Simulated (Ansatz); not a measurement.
# P (Cmce) in Ansatz: further runs

One crystal, P, is run at these levels: PBE; tasks: relaxation of cell and atoms.

Everything below comes from runs of Ansatz 0.2.0. Logs are shortened: lines on timing, memory, paths and dates and some standing lists are left out, and cuts for length are marked.

### 1 Starting point

It takes space group Cmce (No. 64, orthorhombic). The conventional cell has a = 3.295 Å, b = 10.930 Å, c = 4.544 Å, α = 90.00°, β = 90.00°, γ = 90.00°. P (site symmetry m) has 3 P at 2.20 to 2.25 Å as nearest neighbours.

### 2 Relaxation of cell and atoms, PBE

File input.yaml:

```yaml
crystal:
  lattice:
    - [1.6477431241, -5.4650377251, 0.0]
    - [1.6477431241, 5.4650377251, 0.0]
    - [0.0, 0.0, 4.54363559]
  atoms:
    - { symbol: P, position: [0.90414313, 0.09585687, 0.58881517] }
    - { symbol: P, position: [0.09585687, 0.90414313, 0.41118483] }
    - { symbol: P, position: [0.59585687, 0.40414313, 0.08881517] }
    - { symbol: P, position: [0.40414313, 0.59585687, 0.91118483] }
hamiltonian:
  xc: pbe
  pseudopotentials: { kind: paw, source: ansatz }
kpoints:
  mp_grid: { grid: [8, 8, 6] }
scf:
  occupations: { method: fermi_dirac, width: 0.05 }
output:
  forces: true
  stress: true
  eigenvalues: true
  write_density: true
  write_potential: true
  elf: true
  volumetric_format: npy
relax:
  f_tol: 0.01
  max_steps: 40
  cell: { stress_tol: 0.05 }
```

Potentials or basis: Ansatz PAW earlier set.

Command:

```sh
ansatz run input.yaml --threads 2 --pin off --max-ram 5632MiB --backend cpu --events-out ev --progress --plain --runs-dir out
```

What it wrote:

```text
Warning: RAYON_NUM_THREADS=2 ignored (pool sized by the plan → 2); use --threads N
Engine: ansatz 0.2.0, aarch64-unknown-linux-gnu
Pseudopotentials: kind: paw
Pseudopotential: P, paw, valence charge 5, recommended cutoff 600 eV (normal), P.paw.azcp
Functional definition: PBE
  parameter kappa = 0.804
  parameter beta = 0.06672455060314922
  exchange = pbe_x(kappa = kappa, mu = beta*pi^2/3)
  correlation = pbe_c(beta = beta)
Crystal: 4 atoms, lattice volume = 81.831 Å³
Basis set: ecut = 600 eV, 2749 PW (Γ), exchange–correlation on 108×108×90 points (8 copies of the dense FFT grid, shifted against one another)
Bands: 14, of which v1, the nominal top of the filled ones, is band 10 counted from 1 (9 counted from 0)
Symmetry: 8 space group operations
Space group: Cmce (ITA 64), of the structure as read, at distance tolerance 4.3e-5 Å
k-points: 84 of 384
Non-local potential: P, projectors of the file, l = 0: 2, l = 1: 2, l = 2: 1
PAW form: soft (Blöchl's): semilocal exchange-correlation on the pseudo side does not see the compensation charge
PAW one-centre angular grid: P, 110 points (default); XC on 64 Gauss nodes
Initial density: superposition of atomic densities (chi_scale 0.1, normalization cell)
Initial wavefunctions: pseudopotential atomic-orbital guess
Functional: x = pbe(κ = 0.804, μ = 0.2195149727645171), c = pbe(β = 0.06672455060314922)
SCF iter   1: F=—  HF=-3022.874649 eV  |F-HF|=—  |Δ(HF+E_count)|=         —  Δρ=3.87e-2  dr2=8.35e-1  ethr=3.10e-3  ⟨swp⟩=7.8  Hψ=9183  notcnv=0
preconditioner: auto → none  [insulator: Δε(μ)=0.211 eV  Ē_g=8.980 eV  σ=0.050 eV  W_gap=0.78  n_scr=12 (ndim 8)  ℏωp=18.4 eV  f_vac=0.000  D(μ)=0.02/eV (n_scr^D=0)  ε∞_Penn≈5.2]
SCF iter   2: F=—  HF=-3022.727635 eV  |F-HF|=—  |Δ(HF+E_count)|=   1.47e-1  Δρ=1.79e-2  dr2=1.50e-1  ethr=3.10e-3  ⟨swp⟩=1.0  Hψ=1854  notcnv=0
SCF iter   3: F=—  HF=-3022.701516 eV  |F-HF|=—  |Δ(HF+E_count)|=   2.61e-2  Δρ=1.79e-3  dr2=2.66e-3  ethr=7.52e-4  ⟨swp⟩=2.0  Hψ=1473  notcnv=0
SCF iter   4: F=—  HF=-3022.700700 eV  |F-HF|=—  |Δ(HF+E_count)|=   8.16e-4  Δρ=2.85e-4  dr2=5.54e-5  ethr=1.33e-5  ⟨swp⟩=2.2  Hψ=2050  notcnv=0
SCF iter   5: F=—  HF=-3022.700730 eV  |F-HF|=—  |Δ(HF+E_count)|=   2.97e-5  Δρ=1.19e-4  dr2=3.37e-5  ethr=2.77e-7  ⟨swp⟩=2.6  Hψ=2291  notcnv=0
SCF iter   6: F=—  HF=-3022.700720 eV  |F-HF|=—  |Δ(HF+E_count)|=   1.02e-5  Δρ=3.13e-5  dr2=1.27e-6  ethr=1.69e-7  ⟨swp⟩=2.0  Hψ=1740  notcnv=0
SCF iter   7: F=—  HF=-3022.700720 eV  |F-HF|=—  |Δ(HF+E_count)|=   2.25e-7  Δρ=1.21e-5  dr2=1.13e-7  ethr=5.00e-10  ⟨swp⟩=13.6  Hψ=11452  notcnv=0
SCF iter   8: F=-3022.700720 eV  HF=-3022.700720 eV  |F-HF|=2.17e-9  |Δ(HF+E_count)|=   3.09e-8  Δρ=2.71e-6  dr2=7.41e-9  ethr=5.00e-10  ⟨swp⟩=10.6  Hψ=8663  notcnv=0
SCF 1 converged in 8 iterations: F = -3022.700720 eV  dr2 = 7.41e-9
relax step   1: F+E_penalty+E_count = -3022.70071975 eV  Δ(F+E_penalty+E_count) = +0.000e0 eV  max|allowed force component| = 2.914e-1 eV/Å  Δτ_max = 0.0000 Å  P = +2.005 GPa  Ω = 81.831 Å³  (8 SCF iters, dr2 threshold 1.00e-7 eV, accepted)
Crystal: 4 atoms, lattice volume = 83.354 Å³
Basis set: ecut = 600 eV, 2799 PW (Γ), exchange–correlation on 108×108×90 points (8 copies of the dense FFT grid, shifted against one another)
Initial density: handed on by an earlier stage of this run
Initial wavefunctions: those handed on with the density
iter 1 solved again at ethr=5.17e-6 eV; its pass at ethr=3.10e-3 eV (dr2=1.03e-3 eV) is discarded
SCF iter   1: F=—  HF=-3022.715756 eV  |F-HF|=—  |Δ(HF+E_count)|=         —  Δρ=1.35e-3  dr2=1.09e-3  ethr=5.17e-6  ⟨swp⟩=2.8  Hψ=10191  notcnv=0
preconditioner: auto → Kerker (q_TF=auto, 2.151 Å⁻¹)  [metal: Δε(μ)=0.095 eV  Ē_g=8.850 eV  σ=0.050 eV  W_gap=0.44  n_scr=12 (ndim 8)  ℏωp=18.2 eV  f_vac=0.000  D(μ)=0.05/eV (n_scr^D=0)]
SCF iter   2: F=—  HF=-3022.715699 eV  |F-HF|=—  |Δ(HF+E_count)|=   5.66e-5  Δρ=8.11e-4  dr2=4.21e-4  ethr=5.17e-6  ⟨swp⟩=1.0  Hψ=1176  notcnv=0
SCF iter   3: F=—  HF=-3022.715685 eV  |F-HF|=—  |Δ(HF+E_count)|=   1.41e-5  Δρ=8.95e-5  dr2=7.86e-6  ethr=2.11e-6  ⟨swp⟩=2.0  Hψ=2017  notcnv=0
SCF iter   4: F=—  HF=-3022.715703 eV  |F-HF|=—  |Δ(HF+E_count)|=   1.73e-5  Δρ=2.07e-5  dr2=7.19e-7  ethr=3.93e-8  ⟨swp⟩=2.4  Hψ=1869  notcnv=0
SCF iter   5: F=-3022.715703 eV  HF=-3022.715703 eV  |F-HF|=1.48e-8  |Δ(HF+E_count)|=   3.06e-7  Δρ=6.19e-6  dr2=7.07e-8  ethr=2.00e-9  ⟨swp⟩=12.9  Hψ=11085  notcnv=0
SCF 2 converged in 5 iterations: F = -3022.715703 eV  dr2 = 7.07e-8
[... 27 lines left out ...]
preconditioner: auto → none  [insulator: Δε(μ)=0.131 eV  Ē_g=8.790 eV  σ=0.050 eV  W_gap=0.57  n_scr=12 (ndim 8)  ℏωp=18.0 eV  f_vac=0.000  D(μ)=0.04/eV (n_scr^D=0)  ε∞_Penn≈5.2]
SCF iter   2: F=—  HF=-3022.720019 eV  |F-HF|=—  |Δ(HF+E_count)|=   1.56e-5  Δρ=1.09e-4  dr2=7.75e-6  ethr=1.62e-7  ⟨swp⟩=2.0  Hψ=1755  notcnv=0
SCF iter   3: F=—  HF=-3022.720029 eV  |F-HF|=—  |Δ(HF+E_count)|=   9.93e-6  Δρ=5.54e-5  dr2=1.83e-6  ethr=3.87e-8  ⟨swp⟩=2.0  Hψ=1747  notcnv=0
SCF iter   4: F=—  HF=-3022.720029 eV  |F-HF|=—  |Δ(HF+E_count)|=   3.19e-7  Δρ=1.06e-5  dr2=5.27e-8  ethr=9.14e-9  ⟨swp⟩=2.1  Hψ=1766  notcnv=0
SCF iter   5: F=-3022.720029 eV  HF=-3022.720029 eV  |F-HF|=2.99e-10  |Δ(HF+E_count)|=   3.81e-8  Δρ=1.72e-6  dr2=2.62e-9  ethr=7.31e-11  ⟨swp⟩=10.8  Hψ=9543  notcnv=0
SCF 5 converged in 5 iterations: F = -3022.720029 eV  dr2 = 2.62e-9
relax step   5: F+E_penalty+E_count = -3022.72002941 eV  Δ(F+E_penalty+E_count) = -2.599e-5 eV  max|allowed force component| = 5.307e-3 eV/Å  Δτ_max = 0.0026 Å  P = +0.017 GPa  Ω = 85.188 Å³  energy of the carried Pulay correction = -1.796e-4 eV  (5 SCF iters, dr2 threshold 1.46e-8 eV, accepted)
Initial wavefunctions: pseudopotential atomic-orbital guess (no wavefunctions were taken with the density)
iter 1 solved again at ethr=2.68e-6 eV; its pass at ethr=3.10e-3 eV (dr2=5.36e-4 eV) is discarded
SCF iter   1: F=—  HF=-3022.720197 eV  |F-HF|=—  |Δ(HF+E_count)|=         —  Δρ=1.81e-5  dr2=2.62e-8  ethr=2.68e-6  ⟨swp⟩=3.2  Hψ=12822  notcnv=0
eigensolver tolerance schedule: the retry pair's looser diagonalisation over-reported the residual by 20512.43 of it (diagonalisation noise at an unbounded share of the residual, at the tolerance the schedule requests for it); recorded, not acted on — ethr = c·dr2/N_el stays at c = 1.0e-1
preconditioner: auto → none  [insulator: Δε(μ)=0.130 eV  Ē_g=8.790 eV  σ=0.050 eV  W_gap=0.57  n_scr=12 (ndim 8)  ℏωp=18.0 eV  f_vac=0.000  D(μ)=0.04/eV (n_scr^D=0)  ε∞_Penn≈5.2]
SCF iter   2: F=—  HF=-3022.720246 eV  |F-HF|=—  |Δ(HF+E_count)|=   4.88e-5  Δρ=9.56e-6  dr2=2.01e-8  ethr=1.31e-10  ⟨swp⟩=4.2  Hψ=3343  notcnv=0
SCF iter   3: F=—  HF=-3022.720246 eV  |F-HF|=—  |Δ(HF+E_count)|=   9.70e-8  Δρ=5.65e-6  dr2=2.61e-9  ethr=1.01e-10  ⟨swp⟩=2.0  Hψ=1760  notcnv=0
SCF iter   4: F=—  HF=-3022.720246 eV  |F-HF|=—  |Δ(HF+E_count)|=   5.06e-8  Δρ=1.99e-6  dr2=8.39e-10  ethr=1.31e-11  ⟨swp⟩=2.0  Hψ=2017  notcnv=0
SCF iter   5: F=—  HF=-3022.720246 eV  |F-HF|=—  |Δ(HF+E_count)|=   6.48e-9  Δρ=5.52e-7  dr2=3.71e-10  ethr=4.20e-12  ⟨swp⟩=2.0  Hψ=1989  notcnv=0
SCF iter   6: F=-3022.720246 eV  HF=-3022.720246 eV  |F-HF|=1.64e-11  |Δ(HF+E_count)|=  1.52e-10  Δρ=1.37e-7  dr2=2.85e-11  ethr=1.00e-12  ⟨swp⟩=6.7  Hψ=7606  notcnv=0
SCF 6 converged in 6 iterations: F = -3022.720246 eV  dr2 = 2.85e-11
relax step   6: F+E_penalty+E_count = -3022.72024621 eV  Δ(F+E_penalty+E_count) = -2.168e-4 eV  max|allowed force component| = 5.229e-3 eV/Å  Δτ_max = 0.0000 Å  P = +0.019 GPa  Ω = 85.188 Å³  stress off target by 4.35e-2 GPa  SCF on the basis re-selected at this cell (its energy is not comparable with the rows above)  (6 SCF iters)
basis re-selected at this cell: Δ(F+E_penalty+E_count) = -2.168e-4 eV, ΔP = +0.002 GPa vs the last step (what re-selecting the basis moved, of the pressure what is left beyond the Pulay correction that the steps carried, after the strain that the cell walked since its last selection, with what the two solves' SCF thresholds leave and, on support functions, any second-order correction that the steps lacked; it is no measure of the basis error at this ecutwfc). This SCF's stress stands 4.35e-2 GPa from its target on what of the cell is left free (relax.cell.stress_tol is 5.00e-2 GPa) and its largest allowed force component is 5.23e-3 eV/Å (relax.f_tol is 1.00e-2 eV/Å): within both
SCF converged after 6 iterations
Free energy (F): -3022.720246 eV
Harris-Foulkes:  -3022.720246 eV  (|F-HF|=1.64e-11)
Internal energy: -3022.719886 eV  (E = F + TS)
E sigma→0 (E₀):  -3022.720066 eV
Entropy (-TS):   -0.000360 eV (-0.090 meV/atom)
Fermi energy:    6.331611 eV
--- Per-component energies (eV) ---
  E_band       = -7.261656
  E_kinetic    = 266.992517
  E_local      = -386.702752  (includes V_loc(G=0)·N_el)
  E_nonlocal   = 166.938080
  E_hartree    = 108.967349
  E_xc         = -400.174154
  E_vxc        = -246.477365  (∫ρ·V_xc dr)
  E_paw        = -2122.189793  (= ΣΔE_a)
  E_vpaw       = -25.946919  (= ΣTr[D̂ρ^β])
  E_aug_tail   = 0.000000  (compensation charges beyond the density's cutoff)
  E_ewald      = -656.551134
  E_smearing   = -0.000360  (= −TS)
  E_closure    = 0.000000  (closes the sum)
  Σ components = -3022.720246   (vs F -3022.720246, Δ=0.00e0)
--- Forces (eV/Å), atoms counted from 1 ---
  atom   1  P      0.00000000    -0.00040629    -0.00522855
  atom   2  P     -0.00000000     0.00040629     0.00522855
  atom   3  P      0.00000000     0.00040629    -0.00522855
  atom   4  P     -0.00000000    -0.00040629     0.00522855
  max |Σ_I F_I| component: 0.00e0 eV/Å
--- Stress (GPa, compression-positive) ---
        0.011356      -0.000000       0.000000
        0.000000       0.003551       0.000000
        0.000000       0.000000       0.043533
  P = ⅓ Tr σ = 0.0195 GPa (0.195 kbar)
--- Band table (eV; the first three rows and the last of 84) ---
  k-point 0: bands = ["-9.2348", "-6.5763", "-3.3383", "-0.2087", "1.3049", "1.5199", "2.4461", "3.6490", "3.9494", "5.2724", "6.9981", "7.4577", "8.3281", "9.1480"]
  k-point 1: bands = ["-9.0948", "-6.7896", "-3.3391", "-0.5816", "1.1330", "2.0721", "2.5502", "3.8725", "4.4104", "4.4154", "7.5235", "7.9901", "8.0821", "9.0106"]
  k-point 2: bands = ["-8.6894", "-7.3637", "-3.1036", "-1.5363", "1.4118", "2.8399", "3.1567", "3.3901", "3.6264", "5.3327", "7.6143", "7.8291", "8.9202", "9.3914"]
  k-point 83: bands = ["-8.0277", "-8.0277", "-2.8552", "-2.8552", "3.2225", "3.2225", "3.4854", "3.4854", "4.4753", "4.4753", "7.7919", "7.7919", "8.8274", "8.8274"]
--- Relaxed structure (5 steps of the walk, 5 accepted, 1 SCFs on fresh bases) ---
  F+E_penalty+E_count = -3022.72024621 eV   max|allowed force component| = 5.229e-3 eV/Å   (the final SCF, on the basis selected at the relaxed cell)
  cell:  # Å, volume = 85.1883 Å³
    - [1.6557300791575837, -5.64164458621732, -7.706782356784365e-19]
    - [1.6557300791575837, 5.64164458621732, -7.706782356784631e-19]
    - [-2.125137716462714e-18, -1.1085823188624718e-32, 4.559894717058059]
  atoms:
    - { symbol: P, position: [0.9059656604562063, 0.09403433954379359, 0.5864421267489812] }
    - { symbol: P, position: [0.09403433954379359, 0.9059656604562063, 0.41355787325101867] }
    - { symbol: P, position: [0.5940343395437935, 0.4059656604562064, 0.08644212674898127] }
    - { symbol: P, position: [0.4059656604562064, 0.5940343395437935, 0.9135578732510183] }
```

Wall time 32 s (2 threads of Arm Neoverse V2, shared host); peak memory 0.52 GiB.

Results:

```yaml
Free_energy: -3022.7202 eV
Relaxed_volume: 21.30 Å³/atom
Relaxed_cell: a = 5.880 Å, b = 5.880 Å, c = 4.560 Å, α = 90.00°, β = 90.00°, γ = 147.29°
Space_group_after_relaxing_to_0.05_Å: Cmce (No. 64)
Energy_gained_by_relaxing: 4.9 meV/atom
Ionic_steps: 6
Pressure_after_relaxing: 0.0 GPa
Largest_force_after_relaxing: 0.005 eV/Å
Band_gap_on_the_k_mesh: 0.13 eV, direct
```

Forces in eV/Å, atoms in the order of the input:
```
P    0.000  0.000 -0.005
P    0.000  0.000  0.005
P    0.000  0.000 -0.005
P    0.000  0.000  0.005
```

Step by step:
| step | energy change (eV) | largest force (eV/Å) | volume (Å³) |
| --- | --- | --- | --- |
| 1 | 0.0000 | 0.3374 | 81.83 |
| 2 | -0.0150 | 0.1084 | 83.35 |
| 3 | -0.0186 | 0.0348 | 85.22 |
| 4 | -0.0193 | 0.0078 | 85.06 |
| 5 | -0.0193 | 0.0053 | 85.19 |
| 6 | -0.0195 | 0.0052 | 85.19 |

Final structure:
```
P
1.0
     1.65573   -5.64164    0.00000
     1.65573    5.64164    0.00000
     0.00000    0.00000    4.55989
P
4
Cartesian
  1.6557 -4.5806 2.6741
  1.6557 4.5806 1.8858
  1.6557 -1.0610 0.3942
  1.6557 1.0610 4.1657
```

Levels at points of the mesh, in eV from the valence-band top:
| k point | band 7 | band 8 | band 9 | band 10 | band 11 | band 12 | band 13 | band 14 |
| --- | --- | --- | --- | --- | --- | --- | --- | --- |
| (0.00, 0.00, 0.00) | -3.82 | -2.61 | -2.31 | -0.99 | 0.74 | 1.19 | 2.07 | 2.89 |
| (0.00, 0.00, -0.50) | -3.02 | -3.02 | -1.51 | -1.51 | 1.55 | 1.55 | 2.97 | 2.97 |
| (0.00, -0.50, 0.00) | -3.21 | -3.21 | -2.48 | -2.48 | 0.76 | 0.76 | 1.54 | 1.54 |
| (0.00, -0.50, -0.50) | -5.15 | -5.15 | -1.69 | -1.69 | 1.80 | 1.80 | 3.48 | 3.48 |
| (-0.50, -0.50, 0.00) | -3.89 | -2.19 | -1.60 | 0.00 | 0.13 | 1.01 | 2.22 | 2.81 |
| (-0.50, -0.50, -0.50) | -2.78 | -2.78 | -1.79 | -1.79 | 1.53 | 1.53 | 2.56 | 2.56 |

Caveat: the plane-wave basis is chosen anew once the cell has moved, so the energies of steps on either side of that aren't comparable.

### 3 Relaxation of cell and atoms, PBE

input.yaml: that of step 2 with these lines changed.

```diff
@@ -12,3 +12,3 @@
   xc: pbe
-  pseudopotentials: { kind: paw, source: ansatz }
+  pseudopotentials: { kind: nc }
 kpoints:
```

Potentials or basis: Ansatz NC.

Command:

```sh
ansatz run input.yaml --threads 2 --pin off --max-ram 5632MiB --backend cpu --events-out ev --progress --plain --runs-dir out
```

What it wrote:

```text
Warning: RAYON_NUM_THREADS=2 ignored (pool sized by the plan → 2); use --threads N
[... 1 set-up line as earlier in the session ...]
Pseudopotentials: kind: nc
Pseudopotential: P, nc, valence charge 5, recommended cutoff 598.650497 eV (normal), P.nc.azcp
[... 5 set-up lines as earlier in the session ...]
Crystal: 4 atoms, lattice volume = 81.831 Å³
Basis set: ecut = 598.650497 eV, 2733 PW (Γ), exchange–correlation on 96×96×80 points (8 copies of the dense FFT grid, shifted against one another)
[... 98 lines left out ...]
  atom   3  P      0.00000000     0.00065645    -0.00499032
  atom   4  P     -0.00000000    -0.00065645     0.00499032
  max |Σ_I F_I| component: 1.30e-18 eV/Å
--- Stress (GPa, compression-positive) ---
        0.011123      -0.000000       0.000000
       -0.000000       0.001386      -0.000000
        0.000000      -0.000000       0.038122
  P = ⅓ Tr σ = 0.0169 GPa (0.169 kbar)
--- Band table (eV; the first three rows and the last of 84) ---
  k-point 0: bands = ["-9.2143", "-6.5549", "-3.3232", "-0.1951", "1.3060", "1.5322", "2.4654", "3.6609", "3.9693", "5.2817", "7.0106", "7.4741", "8.3405", "9.1581"]
  k-point 1: bands = ["-9.0741", "-6.7676", "-3.3262", "-0.5690", "1.1357", "2.0857", "2.5697", "3.8927", "4.4222", "4.4245", "7.5409", "8.0013", "8.0940", "9.0193"]
  k-point 2: bands = ["-8.6683", "-7.3412", "-3.0931", "-1.5258", "1.4170", "2.8599", "3.1645", "3.4060", "3.6472", "5.3478", "7.6231", "7.8444", "8.9267", "9.4024"]
  k-point 83: bands = ["-8.0053", "-8.0053", "-2.8481", "-2.8481", "3.2429", "3.2429", "3.4977", "3.4977", "4.4921", "4.4921", "7.8033", "7.8033", "8.8312", "8.8312"]
--- Relaxed structure (5 steps of the walk, 5 accepted, 1 SCFs on fresh bases) ---
  F+E_penalty+E_count = -753.72058054 eV   max|allowed force component| = 4.990e-3 eV/Å   (the final SCF, on the basis selected at the relaxed cell)
  cell:  # Å, volume = 85.1246 Å³
    - [1.6559151549983122, -5.638990711495687, -7.451489869095469e-19]
    - [1.6559151549983122, 5.638990711495687, -7.451489869095668e-19]
    - [-2.054741062035365e-18, -8.263977286065699e-33, 4.558116218846186]
  atoms:
    - { symbol: P, position: [0.9058694984743789, 0.09413050152562108, 0.5862635241246494] }
    - { symbol: P, position: [0.09413050152562108, 0.9058694984743789, 0.41373647587535045] }
    - { symbol: P, position: [0.5941305015256209, 0.4058694984743791, 0.08626352412464945] }
    - { symbol: P, position: [0.4058694984743791, 0.5941305015256209, 0.9137364758753506] }
```

rho_z.tsv:

```text
# z_ang	rho[e/angstrom^3]
# format = ansatz-planar-average/11
# lattice	1.655915155	-5.638990711	-0.000000000
# lattice	1.655915155	5.638990711	-0.000000000
# lattice	-0.000000000	-0.000000000	4.558116219
# sites	4
# site	15	1.655915155	-4.577388664	2.672257278
# site	15	1.655915155	4.577388664	1.885858941
# site	15	1.655915155	-1.061602048	0.393199168
# site	15	1.655915155	1.061602048	4.164917050
0.000000	2.798289e-1
0.113953	2.752622e-1
0.227906	2.632833e-1
0.341859	2.479946e-1
0.455812	2.337305e-1
0.569765	2.233717e-1
[... 32 lines left out ...]
4.330210	2.632833e-1
4.444163	2.752622e-1
```

v_z.tsv:

```text
# z_ang	v_es[eV]	v_tot[eV]
# format = ansatz-planar-average/11
# xc	pbe
# density_cutoff_ev	2394.601988
# datasets	P=:simpson_from_first_knot
# lattice	1.655915155	-5.638990711	-0.000000000
# lattice	1.655915155	5.638990711	-0.000000000
# lattice	-0.000000000	-0.000000000	4.558116219
# sites	4
# site	15	1.655915155	-4.577388664	2.672257278
# site	15	1.655915155	4.577388664	1.885858941
# site	15	1.655915155	-1.061602048	0.393199168
# site	15	1.655915155	1.061602048	4.164917050
0.000000	-2.191151e0	-1.196377e1
0.113953	-2.137235e0	-1.191524e1
0.227906	-1.838884e0	-1.158807e1
0.341859	-1.306309e0	-1.095013e1
0.455812	-7.003286e-1	-1.016095e1
0.569765	9.943963e-2	-9.121054e0
[... 32 lines left out ...]
4.330210	-1.838884e0	-1.158807e1
4.444163	-2.137235e0	-1.191524e1
```

It took 30 s on 2 threads of Arm Neoverse V2, shared host; peak memory 0.42 GiB.

Results:

```
Free energy                            : -753.7206 eV
Relaxed volume                         : 21.28 Å³/atom
Relaxed cell                           : a = 5.877 Å, b = 5.877 Å, c = 4.558 Å, α = 90.00°, β = 90.00°, γ = 147.27°
Space group after relaxing (to 0.05 Å) : Cmce (No. 64)
Energy gained by relaxing              : 5.1 meV/atom
Ionic steps                            : 6
Pressure after relaxing                : 0.0 GPa
Largest force after relaxing           : 0.005 eV/Å
Band gap on the k mesh                 : 0.12 eV, direct
```

Forces on the atoms (eV/Å):
```
P    0.000 -0.001 -0.005
P    0.000  0.001  0.005
P    0.000  0.001 -0.005
P    0.000 -0.001  0.005
```

The path:
```
step  energy change (eV)  largest force (eV/Å)  volume (Å³)
   1              0.0000                0.3484        81.83
   2             -0.0156                0.1102        83.31
   3             -0.0195                0.0348        85.19
   4             -0.0202                0.0069        85.01
   5             -0.0202                0.0051        85.12
   6             -0.0204                0.0050        85.12
```

Final structure:
```xyz
4
Lattice="1.6559 -5.6390 0.0000 1.6559 5.6390 0.0000 0.0000 0.0000 4.5581" Properties=species:S:1:pos:R:3 pbc="T T T"
P     1.6559   -4.5774    2.6723
P     1.6559    4.5774    1.8859
P     1.6559   -1.0616    0.3932
P     1.6559    1.0616    4.1649
```

Levels at points of the mesh, in eV from the valence-band top:
```
              k point  band 8  band 9  band 10  band 11  band 12  band 13
   (0.00, 0.00, 0.00)   -2.61   -2.31    -0.99     0.74     1.20     2.07
  (0.00, 0.00, -0.50)   -3.01   -1.51    -1.51     1.55     1.55     2.97
  (0.00, -0.50, 0.00)   -3.21   -2.48    -2.48     0.76     0.76     1.53
 (0.00, -0.50, -0.50)   -5.16   -1.70    -1.70     1.80     1.80     3.49
 (-0.50, -0.50, 0.00)   -2.18   -1.61     0.00     0.12     1.01     2.22
(-0.50, -0.50, -0.50)   -2.78   -1.78    -1.78     1.53     1.53     2.56
```

Caveat: the plane-wave basis is chosen anew once the cell has moved, so the energies of steps on either side of that aren't comparable. A k mesh can miss the band edges.
